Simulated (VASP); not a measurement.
# SiC: relaxation of the atoms with PBE

Crystal: SiC.

```
CELL_PARAMETERS angstrom
0.00000 1.98753 1.98753
1.98753 0.00000 1.98753
1.98753 1.98753 0.00000
ATOMIC_POSITIONS crystal
Si 0.00000 0.00000 0.00000
C 0.50000 0.50000 0.50000
```

The cell was built by a generator and needn't be a form met in nature.

The cell isn't the ideal one: a relaxed cell with its volume scaled by 0.94.

```
Program                : VASP 6.6.1
Task                   : relaxation of the atoms
Functional             : PBE
Potentials or basis    : VASP PAW PBE potentials, release 64 (Si, C)
Cutoff                 : 600 eV
k mesh                 : 12 × 12 × 12
Occupations            : gaussian, width 0.03 eV
Spin                   : no spin polarisation
Further INCAR settings : ALGO = Fast; EDIFF = 1e-07; IBRION = 2; EDIFFG = -0.01; NSW = 40
```

```yaml
Pressure_after_relaxing: 16.8 GPa
Band_gap_on_the_k_mesh: none (metal or under the smearing width)
```

Final structure:
```
Si C
1.0
     0.00000    1.98753    1.98753
     1.98753    0.00000    1.98753
     1.98753    1.98753    0.00000
Si C
1 1
Direct
  0.00000 0.00000 0.00000
  0.50000 0.50000 0.50000
```

Levels at points of the mesh, in eV from the Fermi level:
```tsv
k point	band 1	band 2	band 3	band 4	band 5	band 6	band 7	band 8
(0.00, 0.00, 0.00)	-19.16	-0.03	-0.03	-0.03	8.45	8.92	8.92	8.92
(0.50, 0.00, 0.00)	-13.76	-12.03	-1.23	-1.23	5.47	5.47	6.23	10.20
(0.50, 0.50, 0.00)	-11.84	-10.35	-4.56	-4.56	-0.61	2.24	15.61	15.81
```

Run time: 4.6 s on 1 thread of Intel(R) Xeon(R) 6975P-C (Granite Rapids) (shared host), peak memory 0.13 GiB.

Caveat: the relaxation stopped at its first step, so nothing moved.
